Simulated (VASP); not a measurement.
A run of VASP 6.6.1 is set up as follows.

File INCAR:

```
SYSTEM = CaF3
PREC = Accurate
ENCUT = 520
EDIFF = 1E-7
ISMEAR = -1
SIGMA = 0.05
LREAL = .False.
LASPH = .True.
NELM = 60
ALGO = Normal
ISIF = 2
LWAVE = .False.
LCHARG = .False.
GGA = PS
NBANDS = 24
```

KPOINTS

```
regular mesh
0
Gamma
  10 10 10
  0 0 0
```

Contents of POSCAR:

```
CaF3
1.0
   -1.8994070000      1.8994070000      3.2226830000
    1.8994070000     -1.8994070000      3.2226830000
    1.8994070000      1.8994070000     -3.2226830000
Ca F
1 3
Direct
    0.0000000000      0.0000000000      0.0000000000
    0.5000000000      0.5000000000      0.0000000000
    0.2500000000      0.7500000000      0.5000000000
    0.7500000000      0.2500000000      0.5000000000
```

Potentials or basis: VASP PAW PBE potentials, release 64 (Ca_sv, F).

Command:

```sh
$ cat potpaw_PBE.64/Ca_sv/POTCAR potpaw_PBE.64/F/POTCAR > POTCAR
$ mpirun -np 1 vasp_std > vasp.out
```

Task: What does it give for the band gap on the k mesh?

Result: None (metal or under the smearing width).

Task: Predict the pressure.

Result: -3.7 GPa.

Stress tensor (GPa, compression positive):
```
-3.27  0.00  0.00
 0.00 -3.27  0.00
 0.00  0.00 -4.42
```

Caveat: the PAW data sets were made with another functional, which shifts forces and pressure a little; an odd number of electrons without spin polarisation forces a metal; a magnetic or distorted state may lie lower.
